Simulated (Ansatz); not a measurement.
**Gold, A15 under revPBE: relaxation and energy**

The plan for gold in the A15 structure: relax it, then solve it on a dense k-mesh. Spin polarisation is left out. The k-meshes are 5×5×5 for the relaxation; 6×6×6 for the dense run.

Computed with Ansatz 0.2.0 (DFT revPBE, plane waves (420 eV) with PAW, scalar-relativistic; the PAW data stem from PBE, with regenerated cores, unless a step says otherwise).

## 1. The system as given

It takes space group Pm-3n (No. 223, cubic). Conventional cell: a = 5.138 Å, b = 5.138 Å, c = 5.138 Å, α = 90.00°, β = 90.00°, γ = 90.00°. Au (site symmetry m-3) is surrounded by 12 Au at 2.87 Å. Au (site symmetry -4m2) has 6 Au at 2.57 to 2.87 Å as nearest neighbours.

As a file:

```
Au
1.0
     5.13826    0.00000    0.00000
     0.00000    5.13826    0.00000
     0.00000    0.00000    5.13826
Au
8
Cartesian
  0.0000 0.0000 0.0000
  2.5691 2.5691 2.5691
  1.2846 0.0000 2.5691
  3.8537 0.0000 2.5691
  2.5691 1.2846 0.0000
  2.5691 3.8537 0.0000
  0.0000 2.5691 1.2846
  0.0000 2.5691 3.8537
```

## 2. Relaxation of the cell

The input, input.yaml:

```yaml
crystal:
  lattice:
    - [5.1382604225, 0.0, 0.0]
    - [0.0, 5.1382604225, 0.0]
    - [0.0, 0.0, 5.1382604225]
  atoms:
    - { symbol: Au, position: [0.0, 0.0, 0.0] }
    - { symbol: Au, position: [0.5, 0.5, 0.5] }
    - { symbol: Au, position: [0.25, 0.0, 0.5] }
    - { symbol: Au, position: [0.75, 0.0, 0.5] }
    - { symbol: Au, position: [0.5, 0.25, 0.0] }
    - { symbol: Au, position: [0.5, 0.75, 0.0] }
    - { symbol: Au, position: [0.0, 0.5, 0.25] }
    - { symbol: Au, position: [0.0, 0.5, 0.75] }
hamiltonian:
  xc: revpbe
  pseudopotentials:
    kind: paw
    azcp:
      Au: "pseudopotentials/Au.paw.azcp"
basis:
  ecutwfc: 420
  fft_grid_basis: typed
kpoints:
  mp_grid: { grid: [5, 5, 5], shift: [0, 0, 0] }
magnetization:
  spin_polarized: false
scf:
  occupations: { method: fermi_dirac, width: 0.1 }
relax:
  max_steps: 60
  f_tol: 0.01
  cell: {}
```

The run is started by

```sh
ansatz run input.yaml --threads 4 --pin off --max-ram 8192MiB --backend cpu --events-out ev --progress --plain --runs-dir out
```

The runs that follow: Dense single point.

What does the calculation give? Wanted: space group; conventional cell; volume; shortest distance; gap on the mesh; relative to fcc.

**Answer**, as computed:

| quantity | value |
| --- | --- |
| space group (spins left aside) | Pm-3n (No. 223) |
| conventional cell | a = 5.337 Å |
| volume | 19.000 Å³/atom |
| shortest distance | 2.668 Å |
| gap on the mesh | none (levels filled in part) |
| relative to fcc | +108 meV/atom |

**Reading.** The relaxation enlarged the cell by 12.0 % in volume. Against the reference form of gold (fcc, computed apart with the same settings) it stands 108 meV/atom higher. No gap shows: it is a metal or semimetal at this level. Relaxation kept the symmetry; phonons were not checked.
